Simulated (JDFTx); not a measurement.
The system is Pd.

```
Pd
1.0
     0.00000    1.94650    1.94650
     1.94650    0.00000    1.94650
     1.94650    1.94650    0.00000
Pd
1
Direct
  0.00000 0.00000 0.00000
```

| Property | Result |
| --- | --- |
| Program | JDFTx 1.7.0 (patched build) |
| Task | relaxation of cell and atoms |
| Functional | PBE |
| Potentials or basis | Ansatz-NC-SR-PBE with smoothed tails |
| Cutoff | 1116 eV |
| Density cutoff | 4463 eV |
| k mesh | 12 × 12 × 12 |
| Occupations | fermi-dirac, width 0.05 eV |
| Spin | no spin polarisation |

At the start: pressure 6.8 GPa; volume 14.75 Å³/atom.

Q: How do energy, volume and symmetry change on relaxing?

A: Over 6 steps the energy falls by 11.3 meV/atom and the volume is 15.30 Å³/atom (+3.7 %); space group Fm-3m (No. 225, to 0.05 Å).

The path:
```tsv
step	energy change (eV)	largest force (eV/Å)	pressure (GPa)	volume (Å³)
1	0.0000	0.0000	6.84	14.75
2	-0.0053	0.0000	4.92	14.89
3	-0.0113	0.0000	0.38	15.26
4	-0.0113	0.0000	0.04	15.29
5	-0.0113	0.0000	0.00	15.30
6	-0.0113	0.0000	0.01	15.30
```

Final structure:
```
Pd
1.0
     0.00000    1.97023    1.97023
     1.97023    0.00000    1.97023
     1.97023    1.97023    0.00000
Pd
1
Cartesian
  0.0000 0.0000 0.0000
```
